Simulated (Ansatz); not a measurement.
The system is SiNi3.

```
Ni Si
1.0
     3.54200    0.00000    0.00000
     0.00000    3.54200    0.00000
     0.00000    0.00000    3.54200
Ni Si
3 1
Direct
  0.50000 0.50000 0.00000
  0.50000 0.00000 0.50000
  0.00000 0.50000 0.50000
  0.00000 0.00000 0.00000
```

| Property | Result |
| --- | --- |
| Program | Ansatz 0.2.0 |
| Task | single point |
| Functional | PBE |
| Potentials or basis | all-electron LAPW, scalar-relativistic |
| Cutoff | 306 eV (chosen from the basis error) |
| Basis error allowed | 0.001 eV/atom |
| k mesh | 8 × 8 × 8 |
| Occupations | fermi-dirac, width 0.05 eV |
| Spin | collinear spin, ferromagnetic start |
| Starting moments | [1.0, 1.0, 1.0, 0.0] μB |

On this cell: pressure -6.0 GPa; largest force zero by symmetry; net moment 0.00 μB per cell; band gap on the k mesh none (metal or under the smearing width).

The same run follows on a disturbed copy (atoms moved at random, drawn with an rms of 0.05 Å):

```
Ni Si
1.0
     3.54200    0.00000    0.00000
     0.00000    3.54200    0.00000
     0.00000    0.00000    3.54200
Ni Si
3 1
Direct
  0.48864 0.48383 0.99844
  0.49304 0.99869 0.50543
  0.01055 0.49736 0.48845
  0.99628 0.00640 0.00201
```

Q: What changes?

A: The energy (extrapolated to zero smearing) moves by +13.1 meV/atom; pressure -5.3 GPa; largest force 0.856 eV/Å; net moment 0.00 μB per cell; band gap on the k mesh none (metal or under the smearing width).

Forces on the atoms (eV/Å):
```
Ni   0.511  0.465 -0.070
Ni   0.393 -0.342 -0.142
Ni  -0.795  0.129  0.292
Si  -0.109 -0.252 -0.079
```

Stress tensor (GPa, compression positive):
```
-5.33  0.07 -0.28
 0.07 -5.33  0.32
-0.28  0.32 -5.21
```

Caveats: the starting moments weren't kept.
